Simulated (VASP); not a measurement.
FeO (Wuestite): relaxation of cell and atoms with revPBE

The system is FeO (Wuestite).

```
Fe O
1.0
     0.00000    2.15540    2.15540
     2.15540    0.00000    2.15540
     2.15540    2.15540    0.00000
Fe O
1 1
Direct
  0.00000 0.00000 0.00000
  0.50000 0.50000 0.50000
```

```json
{
 "Program": "VASP 6.6.1",
 "Task": "relaxation of cell and atoms",
 "Functional": "revPBE",
 "Potentials or basis": "VASP PAW PBE potentials, release 64 (Fe, O)",
 "Cutoff": "600 eV",
 "k mesh": "8 × 8 × 8",
 "Occupations": "fermi-dirac, width 0.05 eV",
 "Spin": "collinear spin, ferromagnetic start",
 "Starting moments": "[3.0, 0.0] μB",
 "Further INCAR settings": "ALGO = Fast; EDIFF = 1e-06; IBRION = 2; EDIFFG = -0.02; NSW = 60; ISIF = 3"
}
```

The relaxed volume is 10.22 Å³/atom. The relaxed cell is a = 3.069 Å, b = 3.069 Å, c = 3.069 Å, α = 60.00°, β = 60.00°, γ = 60.00°. The space group after relaxing (to 0.05 Å) is Fm-3m (No. 225). The energy gained by relaxing is 2.4 meV/atom. The ionic steps are 3, the pressure after relaxing is 0.0 GPa and the band gap on the k mesh is none (metal or under the smearing width). The net moment is 4.00 μB per cell. The site moments are Fe +3.63; O +0.29 μB. The valence electrons inside the program's atomic spheres are Fe 6.69; O 4.99.

Step by step:
```csv
step,energy change (eV),largest force (eV/Å),pressure (GPa),volume (Å³)
1,0.0000,0.0000,3.76,20.03
2,-0.0031,0.0000,-2.04,20.72
3,-0.0049,0.0000,0.01,20.45
```

Final structure:
```cif
data_structure
_symmetry_space_group_name_H-M 'P 1'
_symmetry_Int_Tables_number 1
_cell_length_a 3.0694
_cell_length_b 3.0694
_cell_length_c 3.0694
_cell_angle_alpha 60.000
_cell_angle_beta 60.000
_cell_angle_gamma 60.000
_cell_volume 20.45
loop_
_atom_site_label
_atom_site_type_symbol
_atom_site_fract_x
_atom_site_fract_y
_atom_site_fract_z
_atom_site_occupancy
Fe1 Fe 0.00000 0.00000 0.00000 1
O1 O 0.50000 0.50000 0.50000 1
```

Levels at points of the mesh, in eV from the Fermi level:
Spin up:
| k point | band 7 | band 8 | band 9 | band 10 | band 11 | band 12 |
| --- | --- | --- | --- | --- | --- | --- |
| (0.00, 0.00, 0.00) | -3.76 | -3.74 | -3.74 | -0.03 | 15.41 | 16.86 |
| (0.50, 0.00, 0.00) | -2.59 | -0.47 | -0.47 | 4.04 | 8.28 | 12.43 |
| (0.50, 0.50, 0.00) | -2.93 | -2.89 | -2.89 | 5.15 | 8.62 | 10.65 |
Spin down:
| k point | band 2 | band 3 | band 4 | band 5 | band 6 | band 7 | band 8 | band 9 |
| --- | --- | --- | --- | --- | --- | --- | --- | --- |
| (0.00, 0.00, 0.00) | -3.21 | -3.21 | -3.21 | -0.71 | -0.71 | -0.71 | 0.23 | 0.23 |
| (0.50, 0.00, 0.00) | -7.84 | -5.04 | -5.04 | 0.37 | 0.37 | 0.56 | 2.71 | 2.71 |
| (0.50, 0.50, 0.00) | -6.76 | -4.35 | -4.35 | -2.03 | 0.70 | 0.70 | 0.75 | 1.11 |

Wall time 32 s on 1 thread of Intel(R) Xeon(R) Platinum 8259CL CPU @ 2.50GHz (Skylake/Cascade Lake), on a shared host, peak memory 0.16 GiB.

Caveat: the PAW data sets were made with another functional, which shifts forces and pressure a little; a cell with one magnetic atom can't hold antiferromagnetic order, which such compounds often take; semilocal functionals often make such compounds metallic where correlation or magnetic order opens a gap, which also shifts bond lengths. revPBE gives volumes clearly too large for solids.
